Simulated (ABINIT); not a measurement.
Runs of ABINIT 10.8.3 (patched build) on MgO. Symmetry: Fm-3m, No. 225, cubic system. Conventional cell: a = 4.194 Å, b = 4.194 Å, c = 4.194 Å, α = 90.00°, β = 90.00°, γ = 90.00°. Around Mg (site symmetry m-3m) lie 6 O at 2.10 Å. O (site symmetry m-3m) is surrounded by 6 Mg at 2.10 Å. The cell is a database's computed one.

```tsv
task	level	potentials or basis	k mesh	cutoff (eV)	fine-grid cutoff	mesh quality	gap on the mesh (eV)	pressure (GPa)	V0 of scaled cells (Å³/atom)	B0 (GPa)
single point	r2SCAN	Ansatz NC r2SCAN	11 × 11 × 11	1524	-	not flagged	5.76	-	-	-
equation of state	PBE+D2	JTH PAW PBE v2.0	11 × 11 × 11	626	1224.51 eV	not flagged	-	-	9.28	(d)
band structure	PBEsol	JTH PAW PBE v2.0	11 × 11 × 11	626	1224.51 eV	not flagged	4.76	2.6	-	-
band structure	BLYP	JTH PAW PBE v2.0	11 × 11 × 11	626	1224.51 eV	not flagged	(c)	10.0	-	-
single point	PBEsol	JTH PAW PBE v2.0	4 × 4 × 4	626	1224.51 eV	coarse	4.75	2.7	-	-
band structure	LDA	PseudoDojo NC SR LDA v0.4.1 standard	11 × 11 × 11	1143	-	not flagged	(a)	-4.0	-	-
equation of state	BLYP+D3(BJ)	JTH PAW PBE v2.0	11 × 11 × 11	626	1224.51 eV	not flagged	-	-	9.15	(b)
band structure	HCTH407	JTH PAW PBE v2.0	11 × 11 × 11	626	1224.51 eV	not flagged	5.33	9.2	-	-
```

Alike in all rows: no spin polarisation; cell as given; smearing fermi-dirac 0.05 eV.

**Question.** Estimate the missing entries.

**Answer.** (a) 4.82; (b) 166; (c) 5.12; (d) 175.

Caveats: some runs use coarse meshes; the PAW data sets were made with another functional, which shifts forces and pressure a little (some runs); pressures at fixed basis lie under the slope of the energies (some runs); an odd mesh through Γ misses points on the zone boundary, where band edges often lie (some runs).

Not every run made on this cell is shown here.
